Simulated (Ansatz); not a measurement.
TiCo:

```xyz
2
Lattice="2.9861 0.0000 0.0000 0.0000 2.9861 0.0000 0.0000 0.0000 2.9861" Properties=species:S:1:pos:R:3 pbc="T T T"
Co    1.4931    1.4931    1.4931
Ti    0.0000    0.0000    0.0000
```

The cell comes from a database or a generator and needn't be the stable form of this composition.

Base run:

```yaml
Program: Ansatz 0.2.0
Functional: PBEsol
Potentials_or_basis: Ansatz PAW
Cutoff: "420 eV (not typed: the program's choice for these potentials)"
k_mesh: 8 × 8 × 8
Occupations: fermi-dirac, width 0.05 eV
Spin: collinear spin, ferromagnetic start
Starting_moments: "[0.5333333333, 0.2666666667] μB"
Fixed_moment: 0.8 μB
```

Its results: pressure -7.3 GPa; site moments Co +0.90; Ti -0.04 μB.

After a change of settings the same cell gave: pressure -5.2 GPa; site moments Co +1.19; Ti +0.21 μB. Which change was it?
A. fixed moment from 0.8 μB to 3 μB; moments at the start from [0.53, 0.27] to [2.0, 1.0]
B. fixed moment from 0.8 μB to 6 μB; moments at the start from [0.53, 0.27] to [4.0, 2.0]
C. fixed moment from 0.8 μB to 4.5 μB; moments at the start from [0.53, 0.27] to [3.0, 1.5]
D. fixed moment from 0.8 μB to 1.5 μB; moments at the start from [0.53, 0.27] to [1.0, 0.5]

D.

Caveats: the total moment is fixed, so each spin has its own Fermi level; the PAW data sets come from PBE, with cores solved anew for the run's functional, which leaves a small shift of forces and pressure; the thresholds are loose for stress.
